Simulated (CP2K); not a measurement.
Crystal: RuS2 (Laurite).

```
Ru S
1.0
     5.61060    0.00000    0.00000
     0.00000    5.61060    0.00000
     0.00000    0.00000    5.61060
Ru S
4 8
Direct
  0.00000 0.50000 0.50000
  0.50000 0.50000 0.00000
  0.50000 0.00000 0.50000
  0.00000 0.00000 0.00000
  0.38831 0.11169 0.88831
  0.11169 0.88831 0.38831
  0.88831 0.38831 0.11169
  0.61169 0.61169 0.61169
  0.61169 0.88831 0.11169
  0.88831 0.11169 0.61169
  0.11169 0.61169 0.88831
  0.38831 0.38831 0.38831
```

| Property | Result |
| --- | --- |
| Program | CP2K 2026.2 |
| Task | single point |
| Functional | PBE |
| Potentials or basis | POTENTIAL_UZH Ru GTH-PBE-q16, S GTH-PBE-q6; TZVP-MOLOPT-PBE-GTH basis |
| Density cutoff | 6123 eV |
| k mesh | 5 × 5 × 5 |
| Occupations | fermi-dirac, width 0.05 eV |
| Spin | no spin polarisation |

On this cell: pressure 5.4 GPa; largest force 0.267 eV/Å; band gap on the k mesh 0.71 eV, indirect (least direct gap 0.88 eV).

The same run follows on a disturbed copy (atoms moved at random, drawn with an rms of 0.05 Å):

```
Ru S
1.0
     5.61060    0.00000    0.00000
     0.00000    5.61060    0.00000
     0.00000    0.00000    5.61060
Ru S
4 8
Direct
  0.99900 0.49473 0.49459
  0.49580 0.49456 0.00806
  0.49802 0.99896 0.49949
  0.99859 0.00556 0.99708
  0.38365 0.10447 0.88456
  0.11491 0.89473 0.39167
  0.88725 0.38054 0.11052
  0.61836 0.61802 0.61652
  0.61542 0.87636 0.10909
  0.89220 0.10876 0.60752
  0.11793 0.60606 0.88659
  0.38667 0.38166 0.37992
```

Problem. What changes?

Solution. The energy moves by +18.0 meV/atom; pressure 6.0 GPa; largest force 1.566 eV/Å; band gap on the k mesh 0.48 eV, indirect (least direct gap 0.71 eV).

Forces in eV/Å, atoms in the order of the input:
```
Ru   0.477  0.453  0.430
Ru   0.912 -0.167 -1.262
Ru   0.562 -0.069 -0.151
Ru   0.201 -1.260  0.024
S    0.250  0.512  0.169
S   -0.056 -0.994 -0.739
S   -0.221  0.423  0.189
S   -0.445 -0.722 -0.281
S   -0.315  0.625  0.449
S   -0.655  0.569  0.439
S   -0.546  0.377 -0.074
S   -0.162  0.252  0.808
```

Stress tensor (GPa, compression positive):
```
 6.29 -0.29 -0.42
-0.29  6.02 -0.04
-0.42 -0.04  5.78
```

Caveats: an odd mesh through Γ misses points on the zone boundary, where band edges often lie; the basis of atomic orbitals isn't converged, which shifts pressures, moduli and gaps.
